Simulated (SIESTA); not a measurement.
The system is FeO.

```xyz
2
Lattice="-1.6021 1.6021 2.0834 1.6021 -1.6021 2.0834 1.6021 1.6021 -2.0834" Properties=species:S:1:pos:R:3 pbc="T T T"
Fe    0.0000    0.0000    0.0000
O     0.0000    0.0000    2.0834
```

The cell comes from a database or a generator and needn't be the stable form of this composition.

Base run:

| Item | Value |
| --- | --- |
| Program | SIESTA 5.4.2 |
| Functional | PBEsol |
| Potentials or basis | PseudoDojo 0.4 standard (PBEsol files) |
| Basis | DZP (energy shift 0.003 Ry; two zetas on semicore shells) |
| Grid cutoff | 800 Ry |
| Energy shift | 0.003 Ry |
| k mesh | 12 × 12 × 12 |
| Occupations | fermi-dirac, width 0.05 eV |
| Spin | collinear spin, ferromagnetic start |
| Starting moments | [3.0, 0.0] μB |

Its results: band gap on the k mesh none (metal or under the smearing width); pressure -15.8 GPa; net moment 4.00 μB per cell.

The run is repeated on the same cell with these changes: spin from collinear spin, ferromagnetic start to collinear spin, zero start; moments at the start from [3.0, 0.0] to [0.0, 0.0]. What comes out?

Band gap on the k mesh none (metal or under the smearing width); pressure -36.3 GPa; net moment 0.00 μB per cell.

Caveats: short orbitals over semicore shells can move pressures by several GPa; the basis of atomic orbitals isn't converged, which shifts pressures, moduli and gaps; semilocal functionals often make such compounds metallic where correlation or magnetic order opens a gap, which also shifts bond lengths; a cell with one magnetic atom can't hold antiferromagnetic order, which such compounds often take (some runs); a pressure of tens of GPa on the cell as given is suspect, and the run, the potentials or the cell itself is likely at fault (some runs).
